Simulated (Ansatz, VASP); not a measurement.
## One calculation of I, two programs

File run.py:

```python
from ase.calculators.vasp import Vasp
from ase.dft.bandgap import bandgap
from ase.io import read

atoms = read('I.xyz')
calc = Vasp(
    directory='calc',
    xc='pbe',
    pp='PBE',
    setups='materialsproject',
    prec='Accurate',
    encut=520,
    ediff=1e-07,
    ismear=0,
    sigma=0.05,
    lreal=False,
    lasph=True,
    nelm=60,
    algo='Normal',
    isif=2,
    lwave=False,
    lcharg=False,
    kpts=[9, 9, 9],
    gamma=True,
)
atoms.calc = calc

print('energy (eV):', atoms.get_potential_energy())
print('free energy (eV):', atoms.get_potential_energy(force_consistent=True))
print('forces (eV/A):')
print(atoms.get_forces())
print('stress (eV/A^3, Voigt):', atoms.get_stress())
print('Fermi level (eV):', calc.get_fermi_level())
gap, top, bottom = bandgap(calc)
print('band gap (eV):', gap, 'from (spin, k, band)', top, 'to', bottom)
```

File I.xyz:

```xyz
1
Lattice="-2.0893754423 2.0893754423 2.0893754423 2.0893754423 -2.0893754423 2.0893754423 2.0893754423 2.0893754423 -2.0893754423" Properties=species:S:1:pos:R:3 pbc="T T T"
I      0.0000000000      0.0000000000      0.0000000000
```

Contents of input.yaml:

```yaml
crystal:
  lattice:
    - [-2.0893754423, 2.0893754423, 2.0893754423]
    - [2.0893754423, -2.0893754423, 2.0893754423]
    - [2.0893754423, 2.0893754423, -2.0893754423]
  atoms:
    - { symbol: I, position: [0.0, 0.0, 0.0] }
hamiltonian:
  xc: pbe
  pseudopotentials: { kind: paw }
kpoints:
  mp_grid: { grid: [9, 9, 9] }
scf:
  occupations: { method: gaussian, width: 0.05 }
output:
  forces: true
  stress: true
  eigenvalues: true
  write_density: true
  write_potential: true
  elf: true
  volumetric_format: npy
```

The real solid is made of molecules; this cell is a model form.

Alike in both runs: task single point; functional PBE; k mesh 9 × 9 × 9; occupations gaussian, width 0.05 eV; no spin polarisation.

```csv
,VASP,Ansatz
version,VASP 6.6.1,Ansatz 0.2.0
potentials or method,"VASP PAW PBE potentials, release 64 (I)",Ansatz PAW
plane-wave cutoff (eV),520,420
valence electrons in the cell,7,17
```

|  | VASP | Ansatz | Ansatz less VASP |
| --- | --- | --- | --- |
| gap on the k mesh at the Fermi level (eV) | none | none | - |
| pressure (GPa) | -0.2 | -0.2 | +0.02 |

A gap of «none» marks a metal or a gap that the smearing closes. With one functional, cell and mesh, what is left measures potentials, basis and numerics. The two sets of potentials don't hold the same shells in valence.

Caveats: an odd number of electrons without spin polarisation forces a metal; a magnetic or distorted state may lie lower. Spin-orbit coupling is left out, which matters for the levels of I.
